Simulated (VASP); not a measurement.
Set up this calculation in VASP 6.6.1, as the native input.

```yaml
Task: single point
Functional: PBE
Potentials_or_basis: VASP PAW PBE potentials, release 64 (In)
Cutoff: 500 eV
k_mesh: 9 × 9 × 5
Occupations: gaussian, width 0.1 eV
Spin: no spin polarisation
Further_INCAR_settings: ALGO = Normal; EDIFF = 1e-06; NBANDS = 10
```

The structure of In lies in POSCAR:

```
In
1.0
    3.3354847820      0.0000000000      0.0000000000
   -1.6677423910      2.8886145552      0.0000000000
    0.0000000000      0.0000000000      5.5091429200
In
2
Direct
    0.6666666667      0.3333333333      0.7500000000
    0.3333333333      0.6666666667      0.2500000000
```

This isn't the form of In at room conditions, which is tetragonal.

One way to write it, as run:

INCAR

```
PREC = Accurate ; ENCUT = 500
EDIFF = 1E-6 ; ISMEAR = 0
SIGMA = 0.1 ; LREAL = F
LASPH = T ; NELM = 80
ALGO = Normal ; ISIF = 2
LWAVE = F ; LCHARG = F
GGA = PE ; NBANDS = 10
```

KPOINTS

```
Automatic mesh
0
Gamma
  9 9 5
```

Potentials or basis: VASP PAW PBE potentials, release 64 (In).

The run is started by

```bash
$ cat potpaw_PBE.64/In/POTCAR > POTCAR
$ mpirun -np 1 vasp_std > vasp.out
```

It gave:

The pressure is 1.6 GPa. The band gap on the k mesh is none (metal or under the smearing width).

It took 6.1 s on 1 thread of Intel(R) Xeon(R) Platinum 8488C (Sapphire Rapids), with other jobs on the host, peak memory 0.16 GiB.
